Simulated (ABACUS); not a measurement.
Runs of ABACUS 3.10.1 on HgTe (Coloradoite). Symmetry: F-43m, No. 216, cubic system. The conventional cell has a = 6.429 Å, b = 6.429 Å, c = 6.429 Å, α = 90.00°, β = 90.00°, γ = 90.00°. Hg (site symmetry -43m) has 4 Te at 2.78 Å as nearest neighbours. Te (site symmetry -43m) is surrounded by 4 Hg at 2.78 Å. 

| level | gap on the mesh (eV) | pressure (GPa) |
| --- | --- | --- |
| PBEsol | none | 1.7 |
| TPSS | none | 3.8 |
| LDA | none | 0.0 |
| BLYP | none | (a) |
| SOGGA | none | (b) |

Alike in all rows: task single point; potentials or basis SG15 ONCV 1.2 PBE, plane waves; no spin polarisation; cell as given; k mesh 7 × 7 × 7; cutoff (eV) 1129; smearing fermi-dirac 0.05 eV.

Problem. Fill in the values left out.

Solution. (a) 7.8; (b) 1.1.

Caveats: the potentials were made for another functional, which shifts forces and pressure.

A k mesh can miss the band edges, and the runs leave out spin-orbit coupling on Hg, Te.

A gap of «none» marks a metal or a gap under the smearing width.

Runs at the PBE level aren't shown here.
